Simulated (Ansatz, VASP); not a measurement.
**One calculation of C, two programs**

INCAR

```
PREC     = Accurate       # precision mode
ENCUT    = 520            # plane-wave cutoff, eV
EDIFF    = 1E-6           # SCF threshold, eV
ISMEAR   = 0              # smearing method
SIGMA    = 0.1            # smearing width, eV
LREAL    = F              # projectors in reciprocal space
LASPH    = T              # aspherical terms in the spheres
NELM     = 60             # most SCF steps
ALGO     = Normal         # electronic algorithm
ISIF     = 2              # what is computed and relaxed
LWAVE    = F              # write WAVECAR
LCHARG   = T              # write CHGCAR
GGA      = PS             # functional
LELF     = T              # ELF
LVHAR    = T            
NBANDS   = 13             # bands
```

The input KPOINTS:

```
regular mesh
0
Gamma
  6 6 6
```

File POSCAR:

```
C
1.0
    3.2387990700      0.0000000000      0.0000000000
   -1.6193995351      2.8048822724      0.0000000000
    0.0000000000      0.0000000000      3.6745259633
C
3
Direct
    0.2254000000      0.0000000000      0.3333333333
    0.0000000000      0.2254000000      0.6666666667
    0.7746000000      0.7746000000      0.0000000000
```

Input for Ansatz:

```yaml
crystal:
  lattice:
    - [3.23879907, 0.0, 0.0]
    - [-1.6193995351, 2.8048822724, 0.0]
    - [0.0, 0.0, 3.6745259633]
  atoms:
    - { symbol: C, position: [0.2254, 0.0, 0.3333333333] }
    - { symbol: C, position: [0.0, 0.2254, 0.6666666667] }
    - { symbol: C, position: [0.7746, 0.7746, 0.0] }
basis:
  ecutwfc: 420
kpoints:
  mp_grid: { grid: [6, 6, 6] }
hamiltonian:
  xc: pbesol
scf:
  occupations: { method: gaussian, width: 0.1 }
  lower_state_search: "off"
output:
  forces: true
  stress: true
  eigenvalues: true
```

Alike in both runs: task single point; functional PBEsol; k mesh 6 × 6 × 6; occupations gaussian, width 0.1 eV; no spin polarisation.

|  | VASP | Ansatz |
| --- | --- | --- |
| version | VASP 6.6.1 | Ansatz 0.2.0 |
| potentials or method | VASP PAW PBE potentials, release 64 (C) | scalar-relativistic, plane waves, PAW |
| plane-wave cutoff (eV) | 520 | 420 |
| valence electrons in the cell | 12 | 12 |

|  | VASP | Ansatz | Ansatz less VASP |
| --- | --- | --- | --- |
| gap on the k mesh at the Fermi level (eV) | none | none | - |
| rms of the force components (eV/Å) | 2.108 | 2.116 | +0.0079 |

Atom by atom the forces differ by 0.008 eV/Å (rms over components). A gap of «none» marks a metal or a gap that the smearing closes.

Caveats: the k mesh is coarse (spacing up to 0.37 Å⁻¹), so the values aren't converged; the PAW data sets were made with another functional, which shifts forces and pressure a little (VASP).
